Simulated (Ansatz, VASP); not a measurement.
This is a calculation of CaSe for VASP 6.6.1.

INCAR

```
PREC = Accurate ; ENCUT = 520
EDIFF = 1E-7 ; ISMEAR = -1
SIGMA = 0.05 ; LREAL = False
LASPH = True ; NELM = 80
ALGO = Normal ; ISIF = 2
LWAVE = False ; LCHARG = False
GGA = PE ; NBANDS = 15
```

Contents of KPOINTS:

```
regular mesh
0
Gamma
  8 8 8
```

The input POSCAR:

```
CaSe
1.0
    0.0000000000      2.9160491567      2.9160491567
    2.9160491567      0.0000000000      2.9160491567
    2.9160491567      2.9160491567      0.0000000000
Se Ca
1 1
Direct
    0.5000000000      0.5000000000      0.5000000000
    0.0000000000      0.0000000000      0.0000000000
```

Potentials or basis: VASP PAW PBE potentials, release 64 (Se, Ca_sv).

Launch:

```console
$ cat potpaw_PBE.64/Se/POTCAR potpaw_PBE.64/Ca_sv/POTCAR > POTCAR
$ mpirun -np 1 vasp_std > vasp.out
```

Task: Translate it to Ansatz 0.2.0. Potentials there: Ansatz PAW.

Result: As run (the cutoff follows the program's own potentials):

input.yaml

```yaml
crystal:
  lattice:
    - [0.0, 2.9160491567, 2.9160491567]
    - [2.9160491567, 0.0, 2.9160491567]
    - [2.9160491567, 2.9160491567, 0.0]
  atoms:
    - { symbol: Se, position: [0.5, 0.5, 0.5] }
    - { symbol: Ca, position: [0.0, 0.0, 0.0] }
hamiltonian:
  xc: pbe
  pseudopotentials: { kind: paw }
kpoints:
  mp_grid: { grid: [8, 8, 8] }
scf:
  occupations: { method: fermi_dirac, width: 0.05 }
output:
  forces: true
  stress: true
  eigenvalues: true
```

Potentials or basis: Ansatz PAW.

The run is started by

```console
$ ansatz run input.yaml --threads 1 --pin off --max-ram 3584MiB --backend cpu --events-out ev --progress --plain --runs-dir out
```

Both were run:

|  | VASP | Ansatz | Ansatz less VASP |
| --- | --- | --- | --- |
| gap on the k mesh at the Fermi level (eV) | 1.92 | 1.93 | +0.011 |
| least direct gap on the mesh (eV) | 2.89 | 2.90 | +0.010 |
| pressure (GPa) | 3.7 | 3.5 | -0.21 |

The functional is the same, so the differences come from potentials, cutoffs and numerics. The two sets of potentials don't hold the same shells in valence.

A k mesh can miss the band edges.
